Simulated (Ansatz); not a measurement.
**BaTe (Fm-3m), an elastic constant from a strain scan**

Method: DFT r2SCAN, scalar-relativistic, plane waves, PAW (Ansatz). Settings: plane waves to 500 eV, k-mesh 8×8×8 (Γ-centred), Gaussian smearing 0.05 eV. No spin polarisation. Energies are free energies at this smearing, counted from the undisturbed cell; pressure is positive in compression.

The starting cell (relaxed at this level):

```
Ba Te
1.0
     0.00000    3.53122    3.53122
     3.53122    0.00000    3.53122
     3.53122    3.53122    0.00000
Ba Te
1 1
Direct
  0.00000 0.00000 0.00000
  0.50000 0.50000 0.50000
```

The cell is strained by ε times the Voigt pattern (0, 0, 0, 0, 1, 0) (xx, yy, zz, yz, xz, xy; engineering shear) with fractional coordinates fixed. The cell holds 2 atoms in V0 = 88.07 Å³. The stress column is τ = (1/V0) dE/dε, got from the stress tensor σ (compression positive) at each point as −det(1 + εP) σ : P(1 + εP)⁻¹, with P the pattern as a tensor.

| ε | ΔE (meV/atom) | τ (GPa) |
| --- | --- | --- |
| -0.0600 | ? | ? |
| -0.0300 | 1.499 | -0.364 |
| 0.0000 | 0.000 | 0.000 |
| 0.0150 | 0.375 | 0.182 |
| 0.0450 | 3.377 | 0.547 |

Task: Which combination of elastic constants does this scan measure, and how large is it?

Result: For small ε, τ = τ0 + Kε with K = pᵀCp, which for this pattern is C44 in the cubic axes. The parabola through τ at ε = -0.0300, 0 and 0.0150 has slope K = 12.1 GPa at zero. The energies per cell, E = NΔE, of the same two points give K = 2[E(ε₊)/ε₊ − E(ε₋)/ε₋]/[(ε₊ − ε₋)V0] = 12.1 GPa, in agreement.

Task: Predict the withheld row at ε = -0.0600 from the harmonic law, and compare.

Result: ΔE = V0(τ0 ε + Kε²/2)/N = 5.993 meV/atom and τ = -0.73 GPa. The calculation gives 6.014 meV/atom and -0.73 GPa, a miss of 0.3 % of the harmonic energy, so the harmonic law still holds here.